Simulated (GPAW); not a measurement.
# CdTe (F-43m) in GPAW: further runs

One crystal, CdTe, is run at these levels: PBE, revPBE; tasks: equation of state, band structure.

All numbers are computed with GPAW 26.7.0; they aren't measurements. Logs are shortened: lines on timing, memory, paths and dates and some standing lists are left out, and cuts for length are marked. The log counts tension as positive stress, the text compression.

**What was measured.**

A printed reference work, data compilation reports, for a bulk crystal of CdTe at 0 K: band gap 1.607 eV.

How close the calculation comes is told below.

## (1) The structure

It takes space group F-43m (No. 216, cubic). The conventional cell has a = 6.410 Å, b = 6.410 Å, c = 6.410 Å, α = 90.00°, β = 90.00°, γ = 90.00°. Around Te (site symmetry -43m) lie 4 Cd at 2.78 Å. Cd (site symmetry -43m) has 4 Te at 2.78 Å as nearest neighbours.

## (2) Equation of state, PBE

File run.py:

```python
from ase.eos import EquationOfState
from ase.io import Trajectory, read
from ase.units import GPa
from gpaw import GPAW, PW, setup_paths

setup_paths.insert(0, '.')

atoms = read('CdTe.cif')

traj = Trajectory('eos.traj', 'w')
volumes, energies = [], []
for x in [0.94, 0.96, 0.98, 1.0, 1.02, 1.04, 1.06]:
    a = atoms.copy()
    a.set_cell(atoms.cell * x**(1 / 3), scale_atoms=True)
    calc = GPAW(mode=PW(600),
                xc='PBE',
                kpts={'size': (6, 6, 6), 'gamma': True},
                occupations={'name': 'fermi-dirac', 'width': 0.05},
                setups={'Cd': 'jth', 'Te': 'jth'},
                nbands=-9,
                convergence={'density': 1e-05, 'energy': 1e-05},
                maxiter=150,
                txt=f'eos-{x:.2f}.txt')
    a.calc = calc
    energies.append(a.get_potential_energy(force_consistent=True))
    volumes.append(a.get_volume())
    p = -a.get_stress()[:3].mean() / GPa
    calc.write(f'eos-{x:.2f}.gpw')
    traj.write(a)
    print(f'{x:.2f} {volumes[-1]:10.4f} A^3 {energies[-1]:14.6f} eV {p:9.3f} GPa', flush=True)

v0, e0, B = EquationOfState(volumes, energies, eos='birchmurnaghan').fit()
print(f'V0 = {v0:.4f} A^3, E0 = {e0:.6f} eV, B0 = {B / GPa:.2f} GPa')
```

File CdTe.cif:

```cif
data_CdTe
_cell_length_a 4.53255447
_cell_length_b 4.53255447
_cell_length_c 4.53255447
_cell_angle_alpha 60.00000000
_cell_angle_beta 60.00000000
_cell_angle_gamma 60.00000000
_space_group_name_H-M_alt 'P1'
_space_group_name_Hall 'P 1'
_space_group_IT_number 1
loop_
_space_group_symop_operation_xyz
'x,y,z'
loop_
_atom_site_label
_atom_site_type_symbol
_atom_site_symmetry_multiplicity
_atom_site_Wyckoff_symbol
_atom_site_fract_x
_atom_site_fract_y
_atom_site_fract_z
_atom_site_occupancy
Te1 Te 1 a 0.7500000000 0.7500000000 0.7500000000 1
Cd1 Cd 1 a 0.0000000000 0.0000000000 0.0000000000 1
```

Potentials or basis: JTH PAW 2.0, PBE, pw.

Run with:

```
$ OMP_NUM_THREADS=1 python run.py
```

What it wrote:

```text
__  _  _
 | _ |_)|_||  |
 |__||  | ||/\| - 26.7.0

Input parameters:
  mode=PW(ecut=600.0),
  convergence={'density': 1e-05, 'energy': 1e-05},
  kpts=MonkhorstPack(size=(6, 6, 6), gamma=True),
  maxiter=150,
  nbands=-9,
  occupations=Occupations(name='fermi-dirac', width=0.05),
  setups={'Cd': 'jth', 'Te': 'jth'},
  xc=XC(name='PBE')

Diagonalizing LCAO Hamiltonian
Converting LCAO to pw mode

                          Te

       Cd

Atoms  # Å, Bohr magnetons
|   | symbol |        x |        y |        z |    initial magnetic moments |
|---|--------|----------|----------|----------|-----------------------------|
| 0 |     Te | 6.706944 | 3.872256 | 2.738099 | ( 0.0000,  0.0000,  0.0000) |
| 1 |     Cd | 0.000000 | 0.000000 | 0.000000 | ( 0.0000,  0.0000,  0.0000) |

Unit cell  # Å
| periodic |        x |        y |        z |  lengths |    angles |
|----------|----------|----------|----------|----------|-----------|
|      yes | 4.471296 | 0.000000 | 0.000000 | 4.471296 | 60.000000 |
|      yes | 2.235648 | 3.872256 | 0.000000 | 4.471296 | 60.000000 |
|      yes | 2.235648 | 1.290752 | 3.650798 | 4.471296 | 60.000000 |

Number of symmetries: 24
Symmetry operations  # r_c * U_cc + t_c -> r_c
|    | kind |            matrix            |
|----|------|------------------------------|
|  0 |  E   |  1, 0, 0,  0, 1, 0,  0, 0, 1 |
|  1 |  σ   |  1, 0, 0,  0, 0, 1,  0, 1, 0 |
|  2 |  σ   |  1, 0,-1,  0, 1,-1,  0, 0,-1 |
|  3 |  C3  |  1, 0,-1,  0, 0,-1,  0, 1,-1 |
|  4 |  C3  |  1,-1, 0,  0,-1, 1,  0,-1, 0 |
|  5 |  σ   |  1,-1, 0,  0,-1, 0,  0,-1, 1 |
|  6 |  σ   |  0, 1, 0,  1, 0, 0,  0, 0, 1 |
|  7 |  C3  |  0, 1, 0,  0, 0, 1,  1, 0, 0 |
|  8 |  C2  |  0, 1,-1,  1, 0,-1,  0, 0,-1 |
|  9 |  S4  |  0, 1,-1,  0, 0,-1,  1, 0,-1 |
| 10 |  C3  |  0, 0, 1,  1, 0, 0,  0, 1, 0 |
| 11 |  σ   |  0, 0, 1,  0, 1, 0,  1, 0, 0 |
| 12 |  S4  |  0, 0,-1,  1, 0,-1,  0, 1,-1 |
| 13 |  C3  |  0, 0,-1,  0, 1,-1,  1, 0,-1 |
| 14 |  S4  |  0,-1, 1,  1,-1, 0,  0,-1, 0 |
| 15 |  C2  |  0,-1, 1,  0,-1, 0,  1,-1, 0 |
| 16 |  C3  |  0,-1, 0,  1,-1, 0,  0,-1, 1 |
| 17 |  S4  |  0,-1, 0,  0,-1, 1,  1,-1, 0 |
| 18 |  S4  | -1, 1, 0, -1, 0, 1, -1, 0, 0 |
| 19 |  C3  | -1, 1, 0, -1, 0, 0, -1, 0, 1 |
| 20 |  C3  | -1, 0, 1, -1, 1, 0, -1, 0, 0 |
| 21 |  S4  | -1, 0, 1, -1, 0, 0, -1, 1, 0 |
| 22 |  σ   | -1, 0, 0, -1, 1, 0, -1, 0, 1 |
| 23 |  C2  | -1, 0, 0, -1, 0, 1, -1, 1, 0 |

BZ-sampling:
  Number of BZ points: 216
  Number of IBZ points: 16

  Monkhorst-Pack size: [6, 6, 6]
  Monkhorst-Pack shift: [0.08333333333333333, 0.08333333333333333, 0.08333333333333333]

K-points  # in reciprocal-cell coordinates
|     |                                coordinates |     weight |
|-----|--------------------------------------------|------------|
|   0 | (  0.00000000,   0.00000000,   0.00000000) | 0.00462963 |
|   1 | (  0.16666667,   0.16666667,   0.00000000) | 0.02777778 |
|   2 | (  0.16666667,   0.16666667,   0.16666667) | 0.03703704 |
|   3 | (  0.33333333,   0.16666667,   0.16666667) | 0.05555556 |
|   4 | (  0.33333333,   0.33333333,  -0.33333333) | 0.05555556 |
|   5 | (  0.33333333,   0.33333333,   0.00000000) | 0.02777778 |
|   6 | (  0.33333333,   0.33333333,   0.16666667) | 0.11111111 |
|   7 | (  0.33333333,   0.33333333,   0.33333333) | 0.03703704 |
|   8 | (  0.50000000,   0.33333333,  -0.33333333) | 0.11111111 |
|   9 | (  0.50000000,   0.33333333,  -0.16666667) | 0.05555556 |
| ... |                                            |            |
|  15 | (  0.50000000,   0.50000000,   0.50000000) | 0.01851852 |

Plane wave coefficients: 2126
Cutoff: 600.0 eV

Spin-components: 1 (collinear spins)
Bands:           18
Projectors:      10
Spin-degeneracy: 2
Datatype:        complex128

Parallelization:
  kpt:    1
  domain: 1
  band:   1

Density:
  Valence electrons: 18.0
  Components: 1
  Grid points: [27 27 27]
  Charge: 0.0  # |e|

Potential:
  Grid points: [27 27 27]

species:
  Te:
    name:    Tellurium
    Z:       52.0
    valence: 6
    core:    46
    charge:  0.0  # [|e|]
    compensation charges:
      type: sinc
      rc: 1.11  # [Å]
      lmax: 2
    cutoffs:
      filter: 1.22  # [Å]
      core: 3.22  # [Å]
    projectors
    | kind |    occ | energy [eV] | rcut [Å] |
    |------|--------|-------------|----------|
    |   5s |  2.000 |     -15.109 |    1.223 |
    |    s |        |      40.817 |    1.223 |
    |   5p |  4.000 |      -5.953 |    1.223 |
    |    p |        |      47.620 |    1.223 |

    Using partial waves for Te as LCAO basis

  Cd:
    name:    Cadmium
    Z:       48.0
    valence: 12
    core:    36
    charge:  0.0  # [|e|]
    compensation charges:
      type: bessel
      rc: 1.22  # [Å]
      lmax: 2
    cutoffs:
      filter: 1.32  # [Å]
      core: 2.68  # [Å]
    projectors
    | kind |    occ | energy [eV] | rcut [Å] |
    |------|--------|-------------|----------|
    |   5s |  2.000 |      -5.660 |    1.167 |
    |    s |        |      40.817 |    1.167 |
    |   5p |  0.000 |      -1.183 |    1.324 |
    |    p |        |      61.226 |    1.324 |
    |   4d | 10.000 |     -11.733 |    0.957 |
    |    d |        |      27.211 |    0.957 |

    Using partial waves for Cd as LCAO basis

Reference energy: -337125.548494  # eV

eigensolver:
  PPCG
  Converge bands: occupied
  niter=2

density mixing:
  MSR1-Mixer
  Pratt-step length: 0.05
  Maximum mixing coefficient: 0.75
  Old densities: 10
  SVD Regularization: 0.005
  Good broyden scale: 1.0
  Trust region scale: 1.0
  Backstep threshold: 4.0
  History deletion threshold: 6.0
  Fourier metric: weight=20.0, sigma=0.015

occupation numbers:
  Fermi-Dirac:
    width: 0.0500  # eV

poisson solver:
  ecut: 4800.0  # eV

xc functional:
  name: PBE with 2 nearest neighbor stencil

convergence criteria:
- Maximum integral of absolute [dens]ity change: 1e-05 electrons / valence electron
- Maximum [total energy] change in last 3 cyles: 1e-05 eV / valence electron
- Maximum integral of absolute [eigenst]ate change: 4e-08 eV^2 / valence electron
maximum number of iterations: 150

SCF iterations
|iter     | |      energy | eigst |  dens |
|---------|-|-------------|-------|-------|
|iter:   1| |   -4.022726 | -0.35 |       |
|iter:   2| |   -3.978214 | -2.32 | -1.26 |
|iter:   3| |   -3.805870 | -1.79 | -1.30 |
|iter:   4| |   -3.805650 | -3.33 | -1.88 |
|iter:   5| |   -3.805568 | -3.96 | -2.27 |
|iter:   6| |   -3.805601c| -4.65 | -3.23 |
|iter:   7| |   -3.805617c| -4.86 | -3.58 |
|iter:   8| |   -3.805625c| -5.08 | -4.40 |
|iter:   9| |   -3.805630c| -5.18 | -4.86 |
|iter:  10| |   -3.805635c| -5.25 | -4.74 |
|iter:  11| |   -3.805637c| -5.61 | -4.95 |
|iter:  12| |   -3.805637c| -6.51 | -5.03c|
|iter:  13| |   -3.805637c| -7.28 | -4.73 |
|iter:  14| |   -3.805637c| -7.69c| -5.40c|

Converged in 14 steps
Energy contributions relative to reference atoms: (reference = -337125.548494)

Energy contributions:
  Kinetic:          14.077144
  Coulomb:         -10.673137
  Zero:              0.102578
  External:          0.000000
  Xc:               -7.312222
  Entropy:          -0.000001
  Spinorbit:         0.000000
  ----------------------------
  Free energy:      -3.805638
  Extrapolated:     -3.805637

dipole moment: (-29.040492, -16.766536, -11.855731)  # |e|*Ang

Fermi level: 4.089
Eigenvalues  # (at kpt = [0.000, 0.000, 0.000])
| band index |      eig [eV] | occ [0-2] |
|------------|---------------|-----------|
|          0 |        -8.074 |     2.000 |
|          1 |        -4.951 |     2.000 |
|          2 |        -4.951 |     2.000 |
|          3 |        -4.951 |     2.000 |
|          4 |        -4.631 |     2.000 |
|          5 |        -4.631 |     2.000 |
[... 10 lines left out ...]
|         16 |        13.948 |     0.000 |
|         17 |        13.948 |     0.000 |

Gap: 0.999 eV
Transition (v -> c):
  (s=0, k=0, n=8, [0.00, 0.00, 0.00]) -> (s=0, k=0, n=9, [0.00, 0.00, 0.00])
No difference between direct/indirect transitions

Stress tensor  # eV/Ang^3
|         x |         y |         z |
|-----------|-----------|-----------|
| -0.042888 |  0.000000 |  0.000000 |
|  0.000000 | -0.042888 |  0.000000 |
|  0.000000 |  0.000000 | -0.042888 |

# Writing to eos-0.96.gpw (mode='')
```

It took 3.1 min on 1 thread of Intel Xeon Platinum 8375C at 2.90GHz (Ice Lake), shared host; peak memory 0.26 GiB.

What came out:

```
Equilibrium volume : 36.28 Å³/atom (rough: see the caveat)
Bulk modulus       : 36 GPa (rough)
```

Energy against volume, from the lowest point:
```tsv
volume (Å³/atom)	energy (meV/atom)
30.947	111.84
31.605	80.88
32.263	55.52
32.922	35.23
33.580	19.64
34.239	7.86
34.897	0.00
```

Caveat: the minimum lies outside the volumes run; the program truncates these outside data sets. The run has no spin-orbit coupling, so splittings on Te are missing.

## (3) Band structure, revPBE, spin-orbit coupling, no magnetisation

File run.py:

```python
import numpy as np
from ase.dft.bandgap import bandgap
from ase.io import read, write
from ase.units import GPa
from gpaw import GPAW, PW
from gpaw.spinorbit import soc_eigenstates

atoms = read('POSCAR')

calc = GPAW(mode=PW(600),
            xc='revPBE',
            kpts={'size': (6, 6, 6), 'gamma': True},
            occupations={'name': 'fermi-dirac', 'width': 0.05},
            nbands=18,
            convergence={'density': 1e-05, 'energy': 1e-05},
            maxiter=150,
            txt='gpaw.txt')
atoms.calc = calc
energy = atoms.get_potential_energy()
forces = atoms.get_forces()
stress = atoms.get_stress()
calc.write('gs.gpw')
write('result.traj', atoms)
print(f'Energy: {energy:.6f} eV')
print('Forces (eV/A):')
print(forces.round(4))
print('Stress (GPa):', (stress / GPa).round(3))
print('Fermi level:', round(calc.get_fermi_level(), 4), 'eV')
print(f'Gap: {bandgap(calc)[0]:.4f} eV, direct: {bandgap(calc, direct=True)[0]:.4f} eV')

path = atoms.cell.bandpath('GXWKGLUWLK,UX', npoints=60, eps=1e-4)
bs_calc = calc.fixed_density(kpts=path, symmetry='off', nbands=31,
                             convergence={'bands': 'CBM+6.0', 'eigenstates': 1e-6}, txt='bands.txt')
bs = bs_calc.band_structure()
bs.write('bs.json')
print(f'Gap on the path: {bandgap(bs_calc)[0]:.4f} eV')

soc = soc_eigenstates(bs_calc, theta=90, phi=45)
np.savetxt('soc_bands.dat', soc.eigenvalues(), fmt='%.4f')
mesh = soc_eigenstates('gs.gpw', theta=90, phi=45)
np.savetxt('soc_mesh.dat', mesh.eigenvalues(), fmt='%.4f')
print('Fermi level with spin-orbit coupling:', round(mesh.fermi_level, 4), 'eV')
```

File POSCAR:

```
CdTe
1.0
    0.0000000000      3.2050000000      3.2050000000
    3.2050000000      0.0000000000      3.2050000000
    3.2050000000      3.2050000000      0.0000000000
Te Cd
1 1
Direct
    0.7500000000      0.7500000000      0.7500000000
    0.0000000000      0.0000000000      0.0000000000
```

Potentials or basis: the program's PAW data sets (release 1.2.1) made for this functional, pw.

Run with:

```
$ OMP_NUM_THREADS=1 python run.py
```

It took 74 s on 1 thread of Intel Xeon Platinum 8375C at 2.90GHz (Ice Lake), shared host; peak memory 0.3 GiB.

The run converged. Its results:

* Free energy: -4.3966 eV
* Pressure: 5.1 GPa
* Band gap on the k mesh: 0.67 eV, direct
* Band gap along the path: 0.67 eV, direct

Levels at the corners of the path, in eV from the valence-band top:
```
point  band 15  band 16  band 17  band 18  band 19  band 20  band 21  band 22
    Γ     0.00     0.00     0.00     0.00     0.67     0.67     4.04     4.04
    X    -2.48    -2.48    -2.11    -2.11     2.34     2.34     2.43     2.43
    W    -3.08    -2.59    -2.57    -2.55     3.84     4.28     4.46     4.53
    K    -3.20    -2.87    -1.95    -1.91     2.63     2.67     4.22     4.42
    Γ     0.00     0.00     0.00     0.00     0.67     0.67     4.04     4.04
    L    -1.44    -1.44    -0.86    -0.86     1.62     1.62     4.83     4.83
    U    -3.20    -2.87    -1.95    -1.91     2.63     2.67     4.22     4.42
    W    -3.08    -2.59    -2.57    -2.55     3.84     4.28     4.46     4.53
    L    -1.44    -1.44    -0.86    -0.86     1.62     1.62     4.83     4.83
    K    -3.20    -2.87    -1.95    -1.91     2.63     2.67     4.22     4.42
    U    -3.20    -2.87    -1.95    -1.91     2.63     2.67     4.22     4.42
    X    -2.48    -2.48    -2.11    -2.11     2.34     2.34     2.43     2.43
```

Caveat: spin-orbit coupling was added after a scalar SCF, so levels and gaps hold it while energy, forces, pressure and moments don't; this program's spin-orbit splittings come out too wide for heavy elements.

## (4) Band structure, PBE

File run.py:

```python
from ase import Atoms
from ase.dft.bandgap import bandgap
from ase.io import write
from gpaw import GPAW

atoms = Atoms(['Te', 'Cd'],
              cell=[[0.0, 3.205, 3.205],
                    [3.205, 0.0, 3.205],
                    [3.205, 3.205, 0.0]],
              scaled_positions=[[0.75, 0.75, 0.75],
                                [0.0, 0.0, 0.0]],
              pbc=True)

calc = GPAW(mode='fd',
            h=0.16,
            xc='PBE',
            kpts={'size': (6, 6, 6), 'gamma': True},
            occupations={'name': 'fermi-dirac', 'width': 0.05},
            nbands=18,
            convergence={'density': 1e-05, 'energy': 1e-05},
            maxiter=150,
            txt='gpaw.txt')
atoms.calc = calc
energy = atoms.get_potential_energy()
forces = atoms.get_forces()
calc.write('gs.gpw')
write('result.traj', atoms)
print(f'Energy: {energy:.6f} eV')
print('Forces (eV/A):')
print(forces.round(4))
print('Fermi level:', round(calc.get_fermi_level(), 4), 'eV')
print(f'Gap: {bandgap(calc)[0]:.4f} eV, direct: {bandgap(calc, direct=True)[0]:.4f} eV')

path = atoms.cell.bandpath('GXWKGLUWLK,UX', npoints=60, eps=1e-4)
bs_calc = calc.fixed_density(kpts=path, symmetry='off', nbands=31,
                             convergence={'bands': 'CBM+6.0', 'eigenstates': 1e-6}, txt='bands.txt')
bs = bs_calc.band_structure()
bs.write('bs.json')
print(f'Gap on the path: {bandgap(bs_calc)[0]:.4f} eV')
```

Potentials or basis: GPAW PAW data sets (gpaw-data 1.2.1), fd.

Run with:

```
$ OMP_NUM_THREADS=1 python run.py
```

Wall time 5.2 min (1 thread of Intel Xeon Platinum 8375C at 2.90GHz (Ice Lake), shared host); peak memory 0.85 GiB.

It converged, with:

```yaml
Free_energy: -5.0353 eV
Band_gap_on_the_k_mesh: 0.87 eV, direct
Band_gap_along_the_path: 0.87 eV, direct
```

Levels at the corners of the path, in eV from the valence-band top:
```tsv
point	band 5	band 6	band 7	band 8	band 9	band 10	band 11	band 12	band 13	band 14
Γ	-8.07	-8.07	0.00	0.00	0.00	0.87	4.57	4.57	4.57	7.51
X	-8.04	-7.54	-4.47	-1.99	-1.99	2.54	2.67	9.01	9.30	9.30
W	-8.07	-7.45	-4.35	-2.46	-2.35	4.37	4.68	5.60	6.30	9.85
K	-8.06	-7.49	-4.37	-2.71	-1.65	2.88	4.57	7.41	7.54	7.95
Γ	-8.07	-8.07	0.00	0.00	0.00	0.87	4.57	4.57	4.57	7.51
L	-8.06	-7.69	-4.62	-0.83	-0.83	1.85	5.19	5.19	7.09	8.77
U	-8.06	-7.49	-4.37	-2.71	-1.65	2.88	4.57	7.41	7.54	7.95
W	-8.07	-7.45	-4.35	-2.46	-2.35	4.37	4.68	5.60	6.30	9.85
L	-8.06	-7.69	-4.62	-0.83	-0.83	1.85	5.19	5.19	7.09	8.77
K	-8.06	-7.49	-4.37	-2.71	-1.65	2.88	4.57	7.41	7.54	7.95
U	-8.06	-7.49	-4.37	-2.71	-1.65	2.88	4.57	7.41	7.54	7.95
X	-8.04	-7.54	-4.47	-1.99	-1.99	2.54	2.67	9.01	9.30	9.30
```

Caveat: the real-space grid adds noise to forces; spin-orbit coupling is left out, which moves the levels of the heavy elements.

## (5) The runs side by side

```tsv
task	level	potentials or basis	spin	cutoff (eV)	data set	band path	band points	spin axis theta (degrees)	spin axis phi (degrees)	grid spacing	gap on the mesh (eV)
equation of state	PBE	JTH PAW 2.0, PBE, pw	off	600	Cd jth, Te jth	-	-	-	-	-	-
band structure	revPBE	the program's PAW data sets (release 1.2.1) made for this functional, pw	SOC, no magnetisation	600	-	GXWKGLUWLK,UX	60	90	45	-	0.67
band structure	PBE	GPAW PAW data sets (gpaw-data 1.2.1), fd	off	-	-	GXWKGLUWLK,UX	60	-	-	0.16 Å	0.87
```

Alike in all rows: cell as given; k mesh 6 × 6 × 6; smearing fermi-dirac 0.05 eV.

Caveats: the minimum lies outside the volumes run (some runs); the program truncates these outside data sets (some runs); spin-orbit coupling was added after a scalar SCF, so levels and gaps hold it while energy, forces, pressure and moments don't (some runs); this program's spin-orbit splittings come out too wide for heavy elements (some runs); the real-space grid adds noise to forces (some runs); spin-orbit coupling is left out, which moves the levels of the heavy elements (some runs).

Absolute energies hang on the potentials; compare differences alone.

## (6) How close it comes

Step 3. Measured gap of CdTe: 1.607 eV (0 K; a printed reference work, data compilation). This calculation gives 0.67 eV (-0.94 eV). The value is that of revPBE, without temperature or zero-point motion. Semilocal functionals fall short of measured gaps as a rule.

Step 4. Measured gap of CdTe: 1.607 eV (0 K; a printed reference work, data compilation). This calculation gives 0.87 eV (-0.74 eV). Spin-orbit coupling on Cd, Te is left out. The value is that of PBE, without temperature or zero-point motion. Semilocal functionals fall short of measured gaps as a rule.
